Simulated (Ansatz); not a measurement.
# N: a short molecular-dynamics run, part 2 of 2

Aim: set N (a distorted structure, 8 atoms, not relaxed) in motion for 30 steps of 0.5 fs at constant energy, with velocities drawn for 900 K, and see how temperature, energy and positions respond.

Ansatz 0.2.0; DFT PBE, plane waves, PAW, scalar-relativistic, no spin polarisation. The steps go on from the part before.

### Step 4. Frames and traces

The trajectory, every 3 steps (energies from step 0); msd is the mean square displacement from the start, the centre of mass held:

```
time (fs)  T (K)  potential energy change (meV/atom)  total energy change (meV/atom)  msd N (Å²)
      0.0    900                                 0.0                            0.00       0.000
      1.5   6773                              -682.1                          -17.84       0.001
      3.0   9214                              -955.5                          -15.19       0.008
      4.5   6034                              -590.5                           -9.85       0.020
      6.0   2441                              -182.4                           -8.07       0.031
      7.5    722                                12.4                           -7.78       0.039
      9.0   1320                               -55.5                           -8.06       0.039
     10.5   3876                              -345.6                           -9.04       0.034
     12.0   7148                              -718.2                          -11.46       0.026
     13.5   8457                              -870.3                          -15.59       0.021
     15.0   4694                              -442.6                          -13.49       0.020
```

time (fs), T (K) and a bar:
```
      0.0        900 #
      0.5       2068 #####
      1.5       6773 #####################
      2.0       8512 ###########################
      2.5       9302 ##############################
      3.5       8476 ###########################
      4.0       7344 #######################
      4.5       6034 ###################
      5.0       4710 ##############
      6.0       2441 ######
      6.5       1616 ###
      7.0       1038 #
      8.0        668 
      8.5        871 #
      9.0       1320 ##
     10.0       2859 ########
     10.5       3876 ###########
     11.0       4985 ###############
     11.5       6109 ###################
     12.5       7982 #########################
     13.0       8469 ###########################
     13.5       8457 ###########################
     14.5       6510 ####################
     15.0       4694 ##############
```

Pair distribution over the second half of the run:

```
r (Å)  g N–N
 0.68   0.00
 0.84   0.00
 1.00   3.24
 1.16   3.91
 1.32   1.86
 1.48   0.57
 1.64   0.00
 1.80   0.00
 1.96   0.00
 2.12   0.00
 2.28   0.00
 2.44   0.00
 2.60   0.00
 2.76   0.00
```

First peaks of g(r) (not always the tallest), and, where a minimum follows, the mean number of second-named atoms round a first-named one up to the next minimum:

```csv
pair,peak (Å),height,minimum (Å),neighbours
N–N,1.08,4.5,1.56,1.0
```

### Step 5. Snapshots as a file

Extended XYZ, with forces in eV/Å:

```xyz
8
Lattice="5.621 0.098 -0.172 0.098 5.612 0.046 -0.172 0.046 5.783" Properties=species:S:1:pos:R:3:forces:R:3 pbc="T T T" time_fs=2.0 T=8512 dE=-7.0386
N     0.328    0.399    0.297    2.481    3.415    2.627
N     2.638    5.306    3.195   -5.200   -8.425    6.319
N     2.987    2.593    5.461    5.413   -5.673   -6.035
N     5.320    3.199    2.363   -3.969    3.988   -4.461
N     5.340    5.418    5.390   -2.485   -3.427   -2.633
N     2.998    0.438    2.592    5.199    8.420   -6.324
N     2.588    3.146    0.314   -5.413    5.678    6.021
N     0.286    2.517    3.194    3.974   -3.976    4.485
8
Lattice="5.621 0.098 -0.172 0.098 5.612 0.046 -0.172 0.046 5.783" Properties=species:S:1:pos:R:3:forces:R:3 pbc="T T T" time_fs=4.0 T=7344 dE=-5.9197
N     0.357    0.415    0.319   -1.944   -2.595   -1.964
N     2.628    5.236    3.219    4.315    7.630   -5.426
N     3.012    2.572    5.421   -3.275    3.238    3.600
N     5.245    3.252    2.320    7.268   -6.954    7.688
N     5.324    5.396    5.389    1.936    2.583    1.955
N     3.037    0.516    2.538   -4.320   -7.638    5.425
N     2.540    3.163    0.347    3.279   -3.232   -3.619
N     0.342    2.465    3.252   -7.259    6.968   -7.661
8
Lattice="5.621 0.098 -0.172 0.098 5.612 0.046 -0.172 0.046 5.783" Properties=species:S:1:pos:R:3:forces:R:3 pbc="T T T" time_fs=5.5 T=3488 dE=-2.4088
N     0.376    0.424    0.333   -3.827   -5.001   -3.764
N     2.627    5.194    3.229    5.829   10.789   -7.451
N     3.026    2.560    5.396   -6.144    5.847    6.714
N     5.200    3.282    2.300    8.901   -8.349    9.090
N     5.314    5.383    5.391    3.816    4.989    3.754
N     3.060    0.563    2.505   -5.838  -10.799    7.455
N     2.508    3.171    0.367    6.151   -5.839   -6.734
N     0.372    2.437    3.283   -8.888    8.363   -9.064
8
Lattice="5.621 0.098 -0.172 0.098 5.612 0.046 -0.172 0.046 5.783" Properties=species:S:1:pos:R:3:forces:R:3 pbc="T T T" time_fs=7.5 T=722 dE=0.0992
N     0.393    0.424    0.342   -4.456   -5.669   -4.229
N     2.639    5.165    3.224    5.973   11.692   -7.799
N     3.030    2.559    5.378   -7.236    6.570    7.848
N     5.162    3.301    2.296    9.241   -8.469    9.062
N     5.311    5.378    5.402    4.440    5.659    4.217
N     3.078    0.600    2.479   -5.987  -11.703    7.809
N     2.481    3.167    0.378    7.248   -6.560   -7.869
N     0.392    2.420    3.304   -9.224    8.481   -9.037
8
Lattice="5.621 0.098 -0.172 0.098 5.612 0.046 -0.172 0.046 5.783" Properties=species:S:1:pos:R:3:forces:R:3 pbc="T T T" time_fs=9.5 T=1992 dE=-1.0546
N     0.397    0.409    0.340   -3.013   -3.729   -2.758
N     2.668    5.167    3.198    5.672   11.748   -7.572
N     3.015    2.576    5.382   -6.380    5.522    6.870
N     5.149    3.296    2.316    9.434   -8.459    8.895
N     5.319    5.388    5.425    2.993    3.720    2.743
N     3.078    0.606    2.475   -5.691  -11.759    7.588
N     2.473    3.147    0.367    6.396   -5.510   -6.892
N     0.386    2.426    3.299   -9.412    8.467   -8.874
8
Lattice="5.621 0.098 -0.172 0.098 5.612 0.046 -0.172 0.046 5.783" Properties=species:S:1:pos:R:3:forces:R:3 pbc="T T T" time_fs=11.0 T=4985 dE=-3.7730
N     0.395    0.390    0.334   -0.176   -0.200   -0.154
N     2.699    5.191    3.165    4.970   10.797   -6.763
N     2.991    2.598    5.398   -3.574    2.974    3.832
N     5.156    3.278    2.347    9.321   -8.214    8.515
N     5.331    5.403    5.448    0.153    0.192    0.138
N     3.069    0.588    2.486   -4.992  -10.806    6.783
N     2.479    3.121    0.347    3.593   -2.962   -3.853
N     0.365    2.446    3.280   -9.294    8.218   -8.497
8
Lattice="5.621 0.098 -0.172 0.098 5.612 0.046 -0.172 0.046 5.783" Properties=species:S:1:pos:R:3:forces:R:3 pbc="T T T" time_fs=13.0 T=8469 dE=-6.9616
N     0.392    0.367    0.326    5.136    6.078    4.385
N     2.753    5.246    3.106    1.133    2.743   -1.616
N     2.954    2.633    5.425    5.764   -4.488   -6.086
N     5.188    3.234    2.409    5.523   -4.721    4.787
N     5.345    5.421    5.477   -5.161   -6.085   -4.403
N     3.044    0.541    2.515   -1.159   -2.748    1.640
N     2.493    3.081    0.313   -5.741    4.500    6.067
N     0.314    2.492    3.234   -5.494    4.721   -4.774
8
Lattice="5.621 0.098 -0.172 0.098 5.612 0.046 -0.172 0.046 5.783" Properties=species:S:1:pos:R:3:forces:R:3 pbc="T T T" time_fs=15.0 T=4694 dE=-3.5405
N     0.404    0.359    0.329    6.278    7.201    5.133
N     2.808    5.304    3.045   -9.857  -25.298   14.414
N     2.933    2.657    5.436   14.122  -10.187  -14.761
N     5.231    3.180    2.480  -15.941   13.319  -13.062
N     5.347    5.424    5.494   -6.307   -7.207   -5.153
N     3.019    0.490    2.546    9.832   25.295  -14.386
N     2.491    3.054    0.295  -14.095   10.199   14.745
N     0.253    2.547    3.178   15.968  -13.321   13.070
```

### Step 6. Summary of results

This closing draws on all 2 parts.

| quantity | value |
| --- | --- |
| length | 30 steps of 0.5 fs |
| temperature, first and last step | 900 and 4694 K |
| temperature, second half | mean 4655 K, from 668 to 8469 K |
| potential energy, second half | -436 meV/atom from the start |
| largest change of the total energy | 18.90 meV/atom |
| mean square displacement, second half | N 0.030 Å² |

In words: The temperature starts at 900 K and averages 4655 K in the second half, where it ranges from 668 to 8469 K; the start was no minimum (force components up to 32.8 eV/Å), and the potential energy that it sheds (436 meV/atom) turns into motion. The total energy strays from its start by at most 18.90 meV/atom, 3.4 % of the mean kinetic energy, fair for a step of 0.5 fs. The farthest move is 0.29 Å, against a mean nearest distance of 1.0 Å at the start: no atom has changed site so far. A run of 15 fs with 8 atoms shows the motion but fixes no equilibrium value.
